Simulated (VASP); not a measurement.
# SiC (Moissanite 6H) (P6_3mc) in VASP: settings compared, part 2 of 3

VASP 6.6.1. The steps go on from the part before.

**4. Relaxation of cell and atoms, PBE**

This run uses another cell than the first one, of 10.49 Å³/atom, 1.033 times its volume.

The input, INCAR:

```
SYSTEM = SiC
ALGO = Normal
EDIFF = 1E-7
EDIFFG = -0.005
ENCUT = 600
GGA = PE
IBRION = 2
ISIF = 3
ISMEAR = 0
KPAR = 4
LASPH = .TRUE.
LCHARG = .FALSE.
LREAL = .FALSE.
LWAVE = .FALSE.
NELM = 80
NSW = 90
PREC = Accurate
SIGMA = 0.03
```

The input, KPOINTS:

```
k-points
0
G
  12 12 2
  0 0 0
```

The input, POSCAR:

```
SiC                                     
1.0
    3.0941104296      0.0000000000      0.0000000000
   -1.5470552148      2.6795782342      0.0000000000
    0.0000000000     -0.0000000000     15.1824247821
  Si              C             
     6     6
Direct
     0.0000000000000000    1.0000000000000000    0.1250433446834629
     1.0000000000000000    0.0000000000000000    0.6250433446834629
     0.3333333332999970    0.6666666667000030    0.2918075409441311
     0.6666666667000030    0.3333333332999970    0.7918075409441311
     0.3333333332999970    0.6666666667000030    0.9583136039422399
     0.6666666667000030    0.3333333332999970    0.4583136039422398
     1.0000000000000000    1.0000000000000000    0.9996918211560242
     0.0000000000000000    0.0000000000000000    0.4996918211560243
     0.3333333332999970    0.6666666667000030    0.1668300622368044
     0.6666666667000030    0.3333333332999970    0.6668300622368044
     0.3333333332999970    0.6666666667000030    0.8333136270373376
     0.6666666667000030    0.3333333332999970    0.3333136270373375
```

Potentials or basis: VASP PAW PBE potentials, release 64 (Si, C).

Command:

```sh
$ cat potpaw_PBE.64/Si/POTCAR potpaw_PBE.64/C/POTCAR > POTCAR
$ mpirun -np 4 vasp_std > vasp.out
```

OUTCAR:

```text
SYSTEM = SiC
   EDIFF = 1E-7
   EDIFFG = -0.005
   ENCUT = 600
   GGA = PE
   IBRION = 2
   ISIF = 3
   ISMEAR = 0
   LASPH = .TRUE.
   LREAL = .FALSE.
   NELM = 80
   NSW = 90
   PREC = Accurate

 ion  position               nearest neighbor table
   1  0.000  0.000  0.125-   9 1.90   9 1.90   9 1.90   7 1.90   5 3.10   5 3.10   5 3.10   3 3.10
                             3 3.10   3 3.10
   2  0.000  0.000  0.625-  10 1.90  10 1.90  10 1.90   8 1.90   6 3.10   6 3.10   6 3.10   4 3.10
                             4 3.10   4 3.10
   3  0.333  0.667  0.292-  12 1.89  12 1.89  12 1.89   9 1.90   6 3.10   6 3.10   6 3.10   1 3.10
                             1 3.10   1 3.10
   4  0.667  0.333  0.792-  11 1.89  11 1.89  11 1.89  10 1.90   5 3.10   5 3.10   5 3.10   2 3.10
                             2 3.10   2 3.10
   5  0.333  0.667  0.958-   7 1.89   7 1.89   7 1.89  11 1.90   4 3.10   4 3.10   4 3.10   1 3.10
                             1 3.10   1 3.10
   6  0.667  0.333  0.458-   8 1.89   8 1.89   8 1.89  12 1.90   3 3.10   3 3.10   3 3.10   2 3.10
                             2 3.10   2 3.10
   7  0.000  0.000  1.000-   5 1.89   5 1.89   5 1.89   1 1.90
   8  0.000  0.000  0.500-   6 1.89   6 1.89   6 1.89   2 1.90
   9  0.333  0.667  0.167-   1 1.90   1 1.90   1 1.90   3 1.90
  10  0.667  0.333  0.667-   2 1.90   2 1.90   2 1.90   4 1.90
  11  0.333  0.667  0.833-   4 1.89   4 1.89   4 1.89   5 1.90
  12  0.667  0.333  0.333-   3 1.89   3 1.89   3 1.89   6 1.90

  LATTYP: Found a hexagonal cell.
 ALAT       =     3.0941104296
 C/A-ratio  =     4.9068787710

  Lattice vectors:

 A1 = (   3.0941104296,   0.0000000000,   0.0000000000)
 A2 = (  -1.5470552148,   2.6795782342,   0.0000000000)
 A3 = (   0.0000000000,   0.0000000000,  15.1824247821)

Analysis of symmetry for initial positions (statically):
=====================================================================
 Subroutine PRICEL returns:
 Original cell was already a primitive cell.

 Routine SETGRP: Setting up the symmetry group for a
 hexagonal supercell.

 Subroutine GETGRP returns: Found 12 space group operations
 (whereof  6 operations were pure point group operations)
 out of a pool of 24 trial point group operations.

The static configuration has the point symmetry C_3v.
 The point group associated with its full space group is C_6v.

Analysis of symmetry for dynamics (positions and initial velocities):
=====================================================================
 Subroutine PRICEL returns:
 Original cell was already a primitive cell.

 Routine SETGRP: Setting up the symmetry group for a
 hexagonal supercell.

 Subroutine GETGRP returns: Found 12 space group operations
 (whereof  6 operations were pure point group operations)
 out of a pool of 24 trial point group operations.

The dynamic configuration has the point symmetry C_3v.
 The point group associated with its full space group is C_6v.

 Subroutine INISYM returns: Found 12 space group operations
 (whereof  6 operations are pure point group operations),
 and found     1 'primitive' translations

----------------------------------------------------------------------------------------

                                     Primitive cell

  volume of cell :     125.8761

  direct lattice vectors                    reciprocal lattice vectors
     3.094110430  0.000000000  0.000000000     0.323194670  0.186596530  0.000000000
    -1.547055215  2.679578234  0.000000000     0.000000000  0.373193060  0.000000000
[... 93 lines left out ...]
   NGX,Y,Z   is equivalent  to a cutoff of  15.04, 15.04, 13.80 a.u.
   NGXF,Y,Z  is equivalent  to a cutoff of  30.09, 30.09, 27.59 a.u.
 SYSTEM =  SiC
   PREC   = accura    normal or accurate (medium, high low for compatibility)
   ISTART =      0    job   : 0-new  1-cont  2-samecut
   ICHARG =      2    charge: 1-file 2-atom 10-const
   ISPIN  =      1    spin polarized calculation?
   LNONCOLLINEAR =      F non collinear calculations
   LSORBIT =      F    spin-orbit coupling
   LASPH  =      T    aspherical Exc in radial PAW
   ENCUT  =  600.0 eV  44.10 Ry    6.64 a.u.   6.18  6.18 30.32*2*pi/ulx,y,z
   NELM   =     80;   NELMIN=  2; NELMDL= -5     # of ELM steps
   EDIFF  = 0.1E-06   stopping-criterion for ELM
   LREAL  =      F    real-space projection
   EDIFFG = -.5E-02   stopping-criterion for IOM
   NSW    =     90    number of steps for IOM
   IBRION =      2    ionic relax: 0-MD 1-quasi-New 2-CG
   NFREE  =      1    steps in history (QN), initial steepest desc. (CG)
   ISIF   =      3    stress and relaxation
   ISYM   =      2    0-nonsym 1-usesym 2-fastsym
   POTIM  = 0.5000    time-step for ionic-motion
   TEBEG  =    0.0;   TEEND  =   0.0 temperature during run
   PSTRESS=    0.0 pullay stress
   NELECT =      48.0000    total number of electrons
   NUPDOWN=      -1.0000    fix difference up-down
   EMIN   =  10.00;   EMAX   =-10.00  energy-range for DOS
   EFERMI =   0.00;   METHOD = LEGACY
   ISMEAR =     0;   SIGMA  =   0.03  broadening in eV -4-tet -1-fermi 0-gaus
   EFERMI_NEDOS =   21; number of points for ismear=-14 and -15
   IALGO  =     38    algorithm
   IMIX   =      4    mixing-type and parameters
     AMIX     =   0.40;   BMIX     =  1.00
     AMIX_MAG =   1.60;   BMIX_MAG =  1.00
  volume/ion in A,a.u.               =      10.49        70.79
  Fermi-wavevector in a.u.,A,eV,Ry     =   1.187155  2.243398 19.175196  1.409337
  Thomas-Fermi vector in A             =   2.323312
   LORBIT       =      0    0 simple, 1 ext, 2 COOP (PROOUT), +10 PAW based schemes
   GGA     = PE    functional components
   LHFCALC =     F    Hartree Fock is set to
   AEXX    =    0.0000 exact exchange contribution
   IVDW    =     0    specifies the selected vdW correction
   LEPSILON=     F    determine dielectric tensor
   LRPA    =     F    only Hartree local field effects (RPA)
 conjugate gradient relaxation of ions
 non-spin polarized calculation
 Gauss-broadening in eV      SIGMA  =   0.03
  energy-cutoff  :      600.00
  volume of cell :      125.88
 maximum number of plane-waves:      4225
 NGX is ok and might be reduce to    28
   NGX = 13   NGY = 13   NGZ = 61

 number of electron      47.9999999 magnetization

 Free energy of the ion-electron system (eV)
  ---------------------------------------------------
  ext. energy  EPLUGINS =         0.00000000
  ---------------------------------------------------
  free energy    TOTEN  =       -90.38190521 eV

  energy without entropy =      -90.38190521  energy(sigma->0) =      -90.38190521

 E-fermi :   8.1361     XC(G=0): -11.2942

 val. band max:        7.9975236410   @ k =   0.0000   0.0000   0.0000
 cond. band min:      10.0270811834   @ k =   0.5000   0.0000   0.0000
 fundamental gap:      2.0295575424
 Fermi energy:         8.1361362916

 k-point     1 :       0.0000    0.0000    0.0000
  band No.  band energies     occupation
      1      -7.3501      2.00000
      2      -6.8348      2.00000
      3      -6.7986      2.00000
      4      -5.3230      2.00000
      5      -5.2948      2.00000
      6      -3.8352      2.00000
[... 805 lines left out ...]
     30      13.2546      0.00000
     31      13.9988      0.00000

 [... further k-points ...]
[... 5 lines left out ...]
  --------------------------------------------------------------------------------------
  -------------------------------------------------------------------------------------
  Total       -0.0036498     -0.0036498     -0.0054868      0.0000000      0.0000000     -0.0000000
  in kB       -0.0464553     -0.0464553     -0.0698366      0.0000000      0.0000000     -0.0000000
  external PRESSURE =      -0.0542490 kB  Pullay stress =       0.0000000 kB

 VOLUME and BASIS-vectors are now :
 -----------------------------------------------------------------------------
  energy-cutoff  :      600.00
  volume of cell :      125.88
      direct lattice vectors                 reciprocal lattice vectors
     3.094110430  0.000000000  0.000000000     0.323194670  0.186596530  0.000000000
    -1.547055215  2.679578234  0.000000000     0.000000000  0.373193060  0.000000000
     0.000000000  0.000000000 15.182424782     0.000000000  0.000000000  0.065865632

 POSITION                                       TOTAL-FORCE (eV/Angst)
 -----------------------------------------------------------------------------------
      0.00000      0.00000      1.89846         0.000000     -0.000000     -0.000436
      0.00000      0.00000      9.48967        -0.000000      0.000000     -0.000436
     -0.00000      1.78639      4.43035        -0.000000      0.000000      0.004318
      1.54706      0.89319     12.02156         0.000000     -0.000000      0.004318
     -0.00000      1.78639     14.54952        -0.000000      0.000000     -0.002830
      1.54706      0.89319      6.95831        -0.000000     -0.000000     -0.002830
      0.00000      0.00000     15.17775        -0.000000      0.000000      0.000012
      0.00000      0.00000      7.58653         0.000000     -0.000000      0.000012
     -0.00000      1.78639      2.53288         0.000000     -0.000000     -0.000803
      1.54706      0.89319     10.12410         0.000000      0.000000     -0.000803
     -0.00000      1.78639     12.65172         0.000000     -0.000000     -0.000260
      1.54706      0.89319      5.06051         0.000000      0.000000     -0.000260
 -----------------------------------------------------------------------------------
    total drift:                                0.000000      0.000000      0.000169

  FREE ENERGIE OF THE ION-ELECTRON SYSTEM (eV)
  ---------------------------------------------------
  free  energy   TOTEN  =       -90.3819052097 eV

  energy  without entropy=      -90.3819052097  energy(sigma->0) =      -90.38190521

 reached required accuracy - stopping structural energy minimisation
```

Run time: 86 s. Hardware: 4 MPI ranks of Intel Xeon Platinum 8375C at 2.90GHz (Ice Lake), shared host; peak memory 0.37 GiB.

What came out:

- Free energy: -90.3819 eV
- Pressure after relaxing: 0.0 GPa
- Largest force after relaxing: 0.004 eV/Å
- Band gap on the k mesh: 2.03 eV, indirect (least direct gap 3.13 eV)

Forces in eV/Å, atoms in the order of the input:
```
Si   0.000  0.000  0.000
Si   0.000  0.000  0.000
Si   0.000  0.000  0.004
Si   0.000  0.000  0.004
Si   0.000  0.000 -0.003
Si   0.000  0.000 -0.003
C    0.000  0.000  0.000
C    0.000  0.000  0.000
C    0.000  0.000 -0.001
C    0.000  0.000 -0.001
C    0.000  0.000  0.000
C    0.000  0.000  0.000
```

Final structure:
```
Si C
1.0
     3.09411    0.00000    0.00000
    -1.54706    2.67958    0.00000
     0.00000    0.00000   15.18242
Si C
6 6
Direct
  0.00000 0.00000 0.12504
  0.00000 0.00000 0.62504
  0.33333 0.66667 0.29181
  0.66667 0.33333 0.79181
  0.33333 0.66667 0.95831
  0.66667 0.33333 0.45831
  0.00000 0.00000 0.99969
  0.00000 0.00000 0.49969
  0.33333 0.66667 0.16683
  0.66667 0.33333 0.66683
  0.33333 0.66667 0.83331
  0.66667 0.33333 0.33331
```

Caveat: the relaxation stopped at its first step, so nothing moved.

**5. Relaxation of cell and atoms, PBE**

This run uses another cell than the first one, of 10.49 Å³/atom, 1.033 times its volume.

The input, INCAR:

```
SYSTEM = SiC
  ALGO = Normal
  EDIFF = 1E-6
  EDIFFG = -0.01
  ENCUT = 300
  GGA = PE
  IBRION = 2
  ISIF = 3
  ISMEAR = 0
  KPAR = 4
  LASPH = .True.
  LCHARG = .False.
  LREAL = .False.
  LWAVE = .False.
  NELM = 80
  NSW = 90
  PREC = Accurate
  SIGMA = 0.03
```

The input, KPOINTS:

```
k-points
0
Gamma
  6 6 1
  0 0 0
```

The input, POSCAR:

```
SiC
1.0
    3.0950000000      0.0000000000      0.0000000000
   -1.5475000000      2.6803486247      0.0000000000
    0.0000000000      0.0000000000     15.1700000000
Si C
6 6
Direct
    0.0000000000      0.0000000000      0.1250000000
    0.0000000000      0.0000000000      0.6250000000
    0.3333333333      0.6666666667      0.2917000000
    0.6666666667      0.3333333333      0.7917000000
    0.3333333333      0.6666666667      0.9583000000
    0.6666666667      0.3333333333      0.4583000000
    0.0000000000      0.0000000000      0.0000000000
    0.0000000000      0.0000000000      0.5000000000
    0.3333333333      0.6666666667      0.1667000000
    0.6666666667      0.3333333333      0.6667000000
    0.3333333333      0.6666666667      0.8333000000
    0.6666666667      0.3333333333      0.3333000000
```

Potentials or basis: VASP PAW PBE potentials, release 64 (Si, C_s).

Command:

```sh
$ cat potpaw_PBE.64/Si/POTCAR potpaw_PBE.64/C_s/POTCAR > POTCAR
$ mpirun -np 4 vasp_std > vasp.out
```

Wall time 24 s (4 MPI ranks of Intel Xeon Platinum 8259CL at 2.50GHz (Skylake/Cascade Lake), shared host); peak memory 0.17 GiB.

These settings aren't checked as converged: the numbers below hold their error.

Results:

```
Free energy                            : -90.2635 eV
Relaxed volume                         : 10.46 Å³/atom
Relaxed cell                           : a = 3.091 Å, b = 3.091 Å, c = 15.162 Å, α = 90.00°, β = 90.00°, γ = 120.00°
Space group after relaxing (to 0.05 Å) : P6_3mc (No. 186)
Energy gained by relaxing              : 0.1 meV/atom
Ionic steps                            : 4
Largest force after relaxing           : 0.005 eV/Å
Band gap on the k mesh                 : 2.04 eV, indirect (least direct gap 3.13 eV)
```

Caveat: the cutoff is under 1.25 times the usual one of these potentials, so pressure, stress and relaxed cells hold a basis-set (Pulay) error; an odd mesh through Γ misses points on the zone boundary, where band edges often lie.

(Part 2 of 3 ends here.)
